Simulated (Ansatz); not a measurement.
**Levels at Γ against strain in GaAs**

```xyz
2
Lattice="0.0000 2.8268 2.8268 2.8268 0.0000 2.8268 2.8268 2.8268 0.0000" Properties=species:S:1:pos:R:3 pbc="T T T"
Ga    0.0000    0.0000    0.0000
As    4.2403    4.2403    4.2403
```

Atom numbers follow the list: Ga1, As2.

The cell is COD entry 9008845, as deposited and not checked against the literature; nothing was relaxed.

All numbers below come from DFT, PBE, all-electron LAPW, scalar-relativistic (Ansatz 0.2.0).

The runs use a Γ-centred 11×11×11 k mesh, Fermi–Dirac smearing of 0.05 eV, basis error target 0.5 meV/atom, no spin polarisation.

The cell is scaled evenly. Fractional coordinates are held (clamped ions).

Only quantities that a quadratic follows smoothly over the whole series are listed; rougher ones are left out.

```tsv
ln(V/Vcell)	direct gap at Γ (eV)	smallest gap on mesh and path (eV)
-0.0619	0.996	0.996
-0.0202	0.674	0.674
-0.0101	0.597	0.597
0.0000	0.521	0.521
0.0100	0.447	0.447
0.0198	0.374	0.374
0.0392	0.231	0.231
```

Question: Fit the series and give the slopes at zero strain.

Answer: Least-squares fits y = p0 + p1 x + p2 x² to the rows give direct gap at Γ (eV): p1 = -7.5, p2 = 2.7; smallest gap on mesh and path (eV): p1 = -7.5, p2 = 2.7. So dEg/dln V = -7.5 eV for the direct gap at Γ, the fundamental gap of this crystal. Semilocal gaps are too small, but their slopes carry over better.

Question: One run, at ln(V/Vcell) = -0.0408, is withheld. Predict its row.

Answer: The fits give 0.832, 0.832; the run gave 0.832, 0.832.
